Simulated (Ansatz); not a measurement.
Level of theory: DFT PBE, scalar-relativistic, plane waves, PAW in Ansatz. All cells share a 420 eV cutoff and Γ-centred k meshes spaced at most 0.3 Å⁻¹ (0.19 for metals, 2π included).

All energies are static (0 K, no zero-point motion). Only the structures computed here compete, so a lower one can exist. The k mesh leaves about 4 meV/atom of noise in metals. No run is spin-polarised.

**Question.** Which is lower for Sc3H, the Cu3Au (L1_2) or the TiAl3 (D0_22) structure, and by how much?

**Answer.** The TiAl3 (D0_22) structure, by 71 meV/atom. It takes 20.4 Å³/atom against 20.4.